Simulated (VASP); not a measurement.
# MoS2 in VASP: settings compared

Aim: see how the results for MoS2 move with the level of theory and the settings. Levels: PBE, r2SCAN. Tasks: single point, relaxation of the atoms.

Everything below comes from runs of VASP 6.6.1. Logs are shortened: lines on timing, memory, paths and dates and some standing lists are left out, and cuts for length are marked.

### 1 The sheet as given

The cell holds a sheet with vacuum, 3 atoms: a = 3.160 Å, b = 3.160 Å, c = 19.130 Å, α = 90.00°, β = 90.00°, γ = 120.00°.

The cell was built by a generator and needn't be a form met in nature.

### 2 Single point, PBE

INCAR

```
SYSTEM = MoS2
PREC     = Accurate       ! precision mode
ENCUT    = 520            ! plane-wave cutoff, eV
EDIFF    = 1E-7           ! SCF threshold, eV
ISMEAR   = 0              ! smearing method
SIGMA    = 0.01           ! smearing width, eV
LREAL    = .False.        ! projectors in reciprocal space
LASPH    = .True.         ! aspherical terms in the spheres
NELM     = 60             ! most SCF steps
ALGO     = Normal         ! electronic algorithm
ISIF     = 2              ! what is computed and relaxed
LWAVE    = .False.        ! write WAVECAR
LCHARG   = .True.         ! write CHGCAR
LDIPOL   = .True.       
IDIPOL   = 3            
DIPOL    = 0.5 0.5 0.500
GGA      = PE             ! functional
LELF     = .True.         ! ELF
LVHAR    = .True.       
LVACPOTAV= .True.       
NBANDS   = 20             ! bands
```

KPOINTS

```
regular mesh
0
Gamma
  12 12 1
  0 0 0
```

POSCAR

```
MoS2
1.0
    3.1600000000      0.0000000000      0.0000000000
   -1.5800000000      2.7366402760      0.0000000000
    0.0000000000      0.0000000000     19.1300000000
S Mo
2 1
Direct
    0.6666666667      0.3333333333      0.4178803583
    0.6666666667      0.3333333333      0.5821196106
    0.0000000000      0.0000000000      0.5000000312
```

Potentials or basis: VASP PAW PBE potentials, release 64 (S, Mo_sv).

Command:

```sh
cat potpaw_PBE.64/S/POTCAR potpaw_PBE.64/Mo_sv/POTCAR > POTCAR
mpirun -np 1 vasp_std > vasp.out
```

OUTCAR:

```text
SYSTEM = MoS2
   PREC = Accurate
   ENCUT = 520
   EDIFF = 1E-7
   ISMEAR = 0
   LREAL = .False.
   LASPH = .True.
   NELM = 60
   ISIF = 2
   GGA = PE

 ion  position               nearest neighbor table
   1  0.667  0.333  0.418-   3 2.41   3 2.41   3 2.41
   2  0.667  0.333  0.582-   3 2.41   3 2.41   3 2.41
   3  0.000  0.000  0.500-   2 2.41   2 2.41   2 2.41   1 2.41   1 2.41   1 2.41

  LATTYP: Found a hexagonal cell.
 ALAT       =     3.1600000000
 C/A-ratio  =     6.0537974684

  Lattice vectors:

 A1 = (   3.1600000000,   0.0000000000,   0.0000000000)
 A2 = (  -1.5800000000,   2.7366402760,   0.0000000000)
 A3 = (   0.0000000000,   0.0000000000,  19.1300000000)

Analysis of symmetry for initial positions (statically):
=====================================================================
 Subroutine PRICEL returns:
 Original cell was already a primitive cell.

 Routine SETGRP: Setting up the symmetry group for a
 hexagonal supercell.

 Subroutine GETGRP returns: Found 12 space group operations
 (whereof 12 operations were pure point group operations)
 out of a pool of 24 trial point group operations.

The static configuration has the point symmetry D_3h.

Analysis of symmetry for dynamics (positions and initial velocities):
=====================================================================
 Subroutine PRICEL returns:
 Original cell was already a primitive cell.

 Routine SETGRP: Setting up the symmetry group for a
 hexagonal supercell.

 Subroutine GETGRP returns: Found 12 space group operations
 (whereof 12 operations were pure point group operations)
 out of a pool of 24 trial point group operations.

The dynamic configuration has the point symmetry D_3h.

 Subroutine INISYM returns: Found 12 space group operations
 (whereof 12 operations are pure point group operations),
 and found     1 'primitive' translations

----------------------------------------------------------------------------------------

                                     Primitive cell

  volume of cell :     165.4321

  direct lattice vectors                    reciprocal lattice vectors
     3.160000000  0.000000000  0.000000000     0.316455696  0.182705781  0.000000000
    -1.580000000  2.736640276  0.000000000     0.000000000  0.365411563  0.000000000
     0.000000000  0.000000000 19.130000000     0.000000000  0.000000000  0.052273915

[... 79 lines left out ...]
   EDIFF  = 0.1E-06   stopping-criterion for ELM
   LREAL  =      F    real-space projection
   EDIFFG = 0.1E-05   stopping-criterion for IOM
   NSW    =      0    number of steps for IOM
   IBRION =     -1    ionic relax: 0-MD 1-quasi-New 2-CG
   NFREE  =      0    steps in history (QN), initial steepest desc. (CG)
   ISIF   =      2    stress and relaxation
   ISYM   =      2    0-nonsym 1-usesym 2-fastsym
   POTIM  = 0.5000    time-step for ionic-motion
   TEBEG  =    0.0;   TEEND  =   0.0 temperature during run
   PSTRESS=    0.0 pullay stress
   NELECT =      26.0000    total number of electrons
   NUPDOWN=      -1.0000    fix difference up-down
   EMIN   =  10.00;   EMAX   =-10.00  energy-range for DOS
   EFERMI =   0.00;   METHOD = LEGACY
   ISMEAR =     0;   SIGMA  =   0.01  broadening in eV -4-tet -1-fermi 0-gaus
   EFERMI_NEDOS =   21; number of points for ismear=-14 and -15
   IALGO  =     38    algorithm
   IMIX   =      4    mixing-type and parameters
     AMIX     =   0.40;   BMIX     =  1.00
     AMIX_MAG =   1.60;   BMIX_MAG =  1.00
  volume/ion in A,a.u.               =      55.14       372.13
  Fermi-wavevector in a.u.,A,eV,Ry     =   0.883472  1.669520 10.619652  0.780522
  Thomas-Fermi vector in A             =   2.004242
   LORBIT       =      0    0 simple, 1 ext, 2 COOP (PROOUT), +10 PAW based schemes
   GGA     = PE    functional components
   LHFCALC =     F    Hartree Fock is set to
   AEXX    =    0.0000 exact exchange contribution
   IVDW    =     0    specifies the selected vdW correction
   LEPSILON=     F    determine dielectric tensor
   LRPA    =     F    only Hartree local field effects (RPA)
 non-spin polarized calculation
 Gauss-broadening in eV      SIGMA  =   0.01
  energy-cutoff  :      520.00
  volume of cell :      165.43
 maximum number of plane-waves:      4474
 NGX is ok and might be reduce to    24
   NGX = 11   NGY = 11   NGZ = 71

 number of electron      26.0000000 magnetization

 dipolmoment           0.000000      0.000000     -0.000003 electrons x Angstroem

 Free energy of the ion-electron system (eV)
  ---------------------------------------------------
  ext. energy  EPLUGINS =         0.00000000
  ---------------------------------------------------
  free energy    TOTEN  =       -21.84732454 eV

  energy without entropy =      -21.84732454  energy(sigma->0) =      -21.84732454

 E-fermi :  -1.6648     XC(G=0):  -4.0259

 val. band max:       -1.7729712067   @ k =   0.3333   0.3333   0.0000
 cond. band min:      -0.0051286431   @ k =   0.3333   0.3333   0.0000
 fundamental gap:      1.7678425636
 Fermi energy:        -1.6648223699

 k-point     1 :       0.0000    0.0000    0.0000
  band No.  band energies     occupation
      1     -62.6192      2.00000
      2     -36.7731      2.00000
      3     -36.5414      2.00000
      4     -36.5414      2.00000
      5     -15.9030      2.00000
      6     -14.6170      2.00000
[... 426 lines left out ...]
     19       5.8351      0.00000
     20       7.8619      0.00000

------------------------ aborting loop because EDIFF is reached ----------------------------------------

  FORCE on cell =-STRESS in cart. coord.  units (eV):
  Direction    XX          YY          ZZ          XY          YZ          ZX
  --------------------------------------------------------------------------------------
  -------------------------------------------------------------------------------------
  Total        0.6718232      0.6718232     -0.0597473      0.0000000     -0.0000000     -0.0000000
  in kB        6.5064760      6.5064760     -0.5786405      0.0000000     -0.0000000     -0.0000000
  external PRESSURE =       4.1447705 kB  Pullay stress =       0.0000000 kB

 VOLUME and BASIS-vectors are now :
 -----------------------------------------------------------------------------
  energy-cutoff  :      520.00
  volume of cell :      165.43
      direct lattice vectors                 reciprocal lattice vectors
     3.160000000  0.000000000  0.000000000     0.316455696  0.182705781  0.000000000
    -1.580000000  2.736640276  0.000000000     0.000000000  0.365411563  0.000000000
     0.000000000  0.000000000 19.130000000     0.000000000  0.000000000  0.052273915

 POSITION                                       TOTAL-FORCE (eV/Angst)
 -----------------------------------------------------------------------------------
      1.58000      0.91221      7.99405        -0.000000     -0.000000      0.011731
      1.58000      0.91221     11.13595        -0.000000      0.000000     -0.011731
      0.00000      0.00000      9.56500         0.000000      0.000000      0.000000
 -----------------------------------------------------------------------------------
    total drift:                               -0.000000      0.000000     -0.001396

  FREE ENERGIE OF THE ION-ELECTRON SYSTEM (eV)
  ---------------------------------------------------
  free  energy   TOTEN  =       -21.8473245398 eV

  energy  without entropy=      -21.8473245398  energy(sigma->0) =      -21.84732454

 vacuum level on the upper side and lower side of the slab         4.119         4.119
```

OSZICAR:

```text
N       E                     dE             d eps       ncg     rms          rms(c)
DAV:   1     0.167828375626E+03    0.16783E+03   -0.13605E+04   960   0.104E+03
DAV:   2    -0.118291111297E+02   -0.17966E+03   -0.17540E+03  1036   0.241E+02
DAV:   3    -0.231607966748E+02   -0.11332E+02   -0.11234E+02   988   0.559E+01
DAV:   4    -0.233362011496E+02   -0.17540E+00   -0.17522E+00   996   0.746E+00
[... 15 lines left out ...]
DAV:  20    -0.218473197752E+02   -0.78401E-05   -0.31273E-07   884   0.170E-03    0.733E-04
DAV:  21    -0.218473236550E+02   -0.38798E-05   -0.15692E-07   816   0.103E-03    0.287E-04
DAV:  22    -0.218473242972E+02   -0.64211E-06   -0.17359E-08   760   0.319E-04    0.173E-04
DAV:  23    -0.218473245064E+02   -0.20928E-06   -0.64039E-09   684   0.232E-04    0.644E-05
DAV:  24    -0.218473245398E+02   -0.33389E-07   -0.58842E-10   552   0.687E-05
   1 F= -.21847325E+02 E0= -.21847325E+02  d E =-.125391E-54
```

It took 52 s on 1 thread of Intel Xeon 6975P-C (Granite Rapids), shared host; peak memory 0.28 GiB.

Results:

```yaml
Free_energy: -21.8473 eV
Largest_force: 0.012 eV/Å
Band_gap_on_the_k_mesh: 1.77 eV, direct
Ionisation_potential_of_the_upper_face: 5.89 eV
```

Forces in eV/Å, atoms in the order of the input:
```
S    0.000  0.000  0.012
S    0.000  0.000 -0.012
Mo   0.000  0.000  0.000
```

A hybrid or GW would open this gap; PBE tends to underestimate it.

[end of part 1 of 2]
